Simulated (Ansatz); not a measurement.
# Ga (Ga, beta-Sn type): the cost of one run

Computed with Ansatz 0.2.0 (DFT RPBE, plane waves (420 eV) with PAW, scalar-relativistic; PAW files made under PBE, frozen cores solved again for the functional, unless a step says otherwise).

**1. The starting structure**

It takes space group I4_1/amd (No. 141, tetragonal). Conventional cell: a = 5.322 Å, b = 5.322 Å, c = 2.906 Å, α = 90.00°, β = 90.00°, γ = 90.00°. Ga (site symmetry -4m2) is surrounded by 6 Ga at 2.76 to 2.91 Å.

Structure file:

```cif
data_structure
_symmetry_space_group_name_H-M 'P 1'
_symmetry_Int_Tables_number 1
_cell_length_a 4.0339
_cell_length_b 4.0339
_cell_length_c 4.0339
_cell_angle_alpha 97.454
_cell_angle_beta 97.454
_cell_angle_gamma 137.779
_cell_volume 41.15
loop_
_atom_site_label
_atom_site_type_symbol
_atom_site_fract_x
_atom_site_fract_y
_atom_site_fract_z
_atom_site_occupancy
Ga1 Ga 0.00000 0.00000 0.00000 1
Ga2 Ga 0.75000 0.25000 0.50000 1
```

**2. Relaxation of the cell**

The input, input.yaml:

```yaml
crystal:
  lattice:
    - [-2.6609524053, 2.6609524053, 1.4528800133]
    - [2.6609524053, -2.6609524053, 1.4528800133]
    - [2.6609524053, 2.6609524053, -1.4528800133]
  atoms:
    - { symbol: Ga, position: [0.0, 0.0, 0.0] }
    - { symbol: Ga, position: [0.75, 0.25, 0.5] }
hamiltonian:
  xc: rpbe
  pseudopotentials:
    kind: paw
    azcp:
      Ga: "pseudopotentials/Ga.paw.azcp"
basis:
  ecutwfc: 420
  fft_grid_basis: typed
kpoints:
  mp_grid: { grid: [12, 12, 8], shift: [0, 0, 0] }
magnetization:
  spin_polarized: false
scf:
  occupations: { method: fermi_dirac, width: 0.1 }
relax:
  max_steps: 60
  f_tol: 0.01
  cell: {}
```

**Question.** How long does this run take on 2 threads of Intel Xeon Platinum 8375C at 2.90GHz (Ice Lake), shared host, and how much memory does it need?

About 78 s, with a peak of 0.57 GiB.
